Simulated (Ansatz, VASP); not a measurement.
# Two plane-wave programs on BN

File INCAR:

```
  PREC = Accurate
  ENCUT = 520
  EDIFF = 1E-7
  ISMEAR = -1
  SIGMA = 0.05
  LREAL = False
  LASPH = True
  NELM = 100
  ALGO = Normal
  ISIF = 2
  LWAVE = False
  LCHARG = False
  GGA = PE
  NBANDS = 11
```

Contents of KPOINTS:

```
regular mesh
0
Gamma
  13 13 9
```

Contents of POSCAR:

```
BN
1.0
    2.4912079273      0.0000000000      0.0000000000
   -1.2383433262      2.1616250238      0.0000000000
   -0.6264323005     -1.0808125118      3.0022538854
N B
1 1
Direct
    0.6685060000      0.3323850000      0.9849990000
    0.9796430000      0.9834990000      0.0018060000
```

Contents of input.yaml:

```yaml
crystal:
  lattice:
    - [2.4912079273, 0.0, 0.0]
    - [-1.2383433262, 2.1616250238, 0.0]
    - [-0.6264323005, -1.0808125118, 3.0022538854]
  atoms:
    - { symbol: "N", position: [0.668506, 0.332385, 0.984999] }
    - { symbol: B, position: [0.979643, 0.983499, 0.001806] }
hamiltonian:
  xc: pbe
  pseudopotentials: { kind: paw }
kpoints:
  mp_grid: { grid: [13, 13, 9] }
scf:
  occupations: { method: fermi_dirac, width: 0.05 }
output:
  forces: true
  stress: true
  eigenvalues: true
```

Change from the starting cell: volume scaled by 0.98.

Alike in both runs: task single point; functional PBE; k mesh 13 × 13 × 9; occupations fermi-dirac, width 0.05 eV; no spin polarisation.

```csv
,VASP,Ansatz
version,VASP 6.6.1,Ansatz 0.2.0
potentials or method,"VASP PAW PBE potentials, release 64 (N, B)",Ansatz PAW
plane-wave cutoff (eV),520,420
valence electrons in the cell,8,8
```

VASP gave:

```
gap on the k mesh at the Fermi level (eV)       : 2.83
least direct gap on the mesh (eV)               : 4.58
pressure (GPa)                                  : 10.8
largest component of the traceless stress (GPa) : 7.87
rms of the force components (eV/Å)              : 1.644
```

Task: Which values does Ansatz return?

Result: gap on the k mesh at the Fermi level (eV): 2.84; least direct gap on the mesh (eV): 4.59; pressure (GPa): 10.8; largest component of the traceless stress (GPa): 7.76; rms of the force components (eV/Å): 1.649.

Atom by atom the forces differ by 0.005 eV/Å (rms over components).

Caveats: forces of over 1 eV/Å show positions far from the minimum, so gaps and moduli don't describe the material at rest; an odd mesh through Γ misses points on the zone boundary, where band edges often lie (VASP); odd divisions of the mesh miss points on the zone boundary, where band edges often lie, so the gap on the mesh can be too wide (Ansatz); the pressure holds a Pulay correction of +0.7 GPa for the finite cutoff (Ansatz).
